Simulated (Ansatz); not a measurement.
## V under changes of volume

One of the cells (13.066 Å³/atom); the others are scaled copies at fixed shape and fractional positions:

```xyz
1
Lattice="0.0000 1.8694 1.8694 1.8694 0.0000 1.8694 1.8694 1.8694 0.0000" Properties=species:S:1:pos:R:3 pbc="T T T"
V     0.0000    0.0000    0.0000
```

This isn't the form of V at room conditions, which is bcc.

| Quantity | Value |
| --- | --- |
| Program | Ansatz 0.2.0 |
| Functional | revPBE |
| Dispersion | D3(BJ)-ATM |
| Potentials or basis | PseudoDojo standard (PBE files) |
| Cutoff | 1143 eV |
| Density cutoff | 4572 eV |
| k mesh | 12 × 12 × 12 |
| Occupations | cold, width 0.1 eV |
| Spin | collinear spin, random start |
| Starting moments | [-1.16] μB |
| Hubbard terms | V d U = 7 eV |

```csv
volume (Å³/atom),energy over the lowest point (meV/atom),pressure (GPa)
12.282,753.77,96.4
12.543,?,?
12.804,462.73,82.5
13.066,333.33,76.3
13.327,213.57,70.6
13.588,102.70,65.4
13.850,0.00,60.6
```

What does the run at 12.543 Å³/atom give?

Energy over the lowest point 602.58 meV/atom; pressure 89.2 GPa.

Worked out: A Birch-Murnaghan fit of order 3 (a polynomial in V^(-2/3)) to the other rows has no minimum within the range. It gives 602.61 meV/atom at 12.543 Å³/atom, against the run's 602.58, and -dE/dV = 89.2 GPa, against 89.2.

Energies are extrapolated to zero smearing.

Caveats: the potentials were made for another functional, which shifts forces and pressure; the magnetic or orbital state may not be the lowest; the U is typed as a test and isn't derived for this compound; pairwise dispersion overbinds metals, which lowers pressure and volume (some runs).
